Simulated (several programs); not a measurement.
What each method gives for SiC (4H polytype)

SiC built on the 4H polytype prototype, relaxed with r2SCAN in Ansatz, was computed with several methods. The symmetry is P6_3mc (No. 186, hexagonal); a = 3.078 Å, c = 10.077 Å in the conventional setting, 10.33 Å³ an atom. Si is surrounded by 4 C at 1.88–1.89 Å; Si is surrounded by 4 C at 1.89 Å; C is surrounded by 4 Si at 1.89 Å; C is surrounded by 4 Si at 1.88–1.89 Å. No spin polarisation and no zero-point or thermal motion.

Space group P6_3mc (No. 186). a = 3.078 Å, b = 3.078 Å, c = 10.077 Å, α = 90.00°, β = 90.00°, γ = 120.00°
```tsv
atom	site	symmetry	x	y	z
Si	2a	3m.	0.0000	0.0000	0.9999
Si	2b	3m.	0.3333	0.6667	0.2499
C	2a	3m.	0.0000	0.0000	0.1873
C	2b	3m.	0.3333	0.6667	0.4379
```

Gaps and times are for a single point on this cell; volume and bulk modulus come from each method's own relaxation or energy curve at fixed shape, which is too stiff where a cell has free coordinates or axes. Times are rough, from shared hosts (Arm Neoverse V1; Intel Xeon Platinum 8375C CPU @ 2.90GHz; NVIDIA H100 80GB HBM3), and each method has its own mesh and cell size. A double dagger marks a value from a curve with shape and coordinates held. A star marks a curve whose lowest point is an end point. PM6 (MOPAC), PM7 (MOPAC), GFN1-xTB (tblite), GFN2-xTB (tblite) treat a cluster of cells at its zone centre, which samples few k points: where these miss a band edge, the gap comes out too large for that reason alone. Gaps from k meshes are read at a limited set of points (mesh, symmetry points, PBE's band edges), so each method's own least gap may be somewhat smaller. Force fields have no electrons; where one was fitted to this phase, its volume and modulus reflect the fit. xTB and the PM methods were fitted mostly to molecules, and can miss a solid's gap by electronvolts. Minimal bases can be far off for gaps. Times of the plane-wave ladder aren't listed, since it ran on unlike processors and cards. GLLB-SC's gap includes the derivative discontinuity. d marks a direct gap, i an indirect one (no mark: not told apart), a dash a value that wasn't computed or didn't pass its checks.

| method | kind | gap (eV) | own volume (Å³/atom) | bulk modulus (GPa) | atoms computed | processor time |
| --- | --- | --- | --- | --- | --- | --- |
| PBEsol | semilocal | – | 10.33 | – | 8 | – |
| SiC.vashishta (LAMMPS) | force field | – | 10.29 | 222‡ | 8 | 0.11 s |
| SiCGe.tersoff (LAMMPS) | force field | – | 10.09 | – | 8 | 0.11 s |
| SiC_Erhart-Albe.tersoff (LAMMPS) | force field | – | 10.36 | 224‡ | 8 | 0.12 s |
| non-self-consistent DFTB (CP2K) | tight binding | 7.52 d | – | – | 8 | 0.62 s |
| light PBE (260 eV and a coarse mesh) | light plane-wave | 2.16 i | – | – | 8 | 2.1 s |
| GFN1-xTB (tblite) | tight binding | 2.43 | 11.30*‡ | 203*‡ | cluster | 8.6 s |
| LDA | semilocal | 2.18 i | 10.14 | – | 8 | – |
| PBE | semilocal | 2.23 i | 10.50 | 213‡ | 8 | – |
| PBE/SZV (CP2K) | small basis | 6.20 i | 11.27*‡ | 199*‡ | 8 | 15 s |
| GFN2-xTB (tblite) | tight binding | 2.69 | 10.47‡ | 234‡ | cluster | 19 s |
| PM7 (MOPAC) | semi-empirical | 7.67 | 11.17‡ | 345‡ | cluster | 25 s |
| r2SCAN | semilocal | 2.60 i | 10.33 | 228‡ | 8 | – |
| PBE/DZVP (CP2K) | small basis | 2.31 i | 10.45‡ | 213‡ | 8 | 38 s |
| GLLB-SC (GPAW) | model potential | 3.64 | – | – | 8 | 39 s |
| PM6 (MOPAC) | semi-empirical | 11.42 | – | – | cluster | 60 s |
| PBE0 | hybrid | 3.87 i | – | – | 8 | – |
| HSE06 | hybrid | 3.14 i | – | – | 8 | – |
| r2SCAN0 | hybrid | 4.10 i | – | – | 8 | – |
| DDH-PBE0 | hybrid | 3.14 i | – | – | 8 | – |

Against HSE06 (3.14 eV) and with closed or daggered gaps left aside, the nearest gap at the points sampled is that of DDH-PBE0 (0.00 eV) and the farthest that of PM6 (MOPAC) (+8.28 eV). HSE06 is only a yardstick of convenience, and nearness to it can be luck.

Volumes against r2SCAN's: PBEsol 0.0 %, SiC.vashishta (LAMMPS) -0.4 %, SiCGe.tersoff (LAMMPS) -2.4 %, SiC_Erhart-Albe.tersoff (LAMMPS) +0.2 %, LDA -1.9 %, PBE +1.6 %.
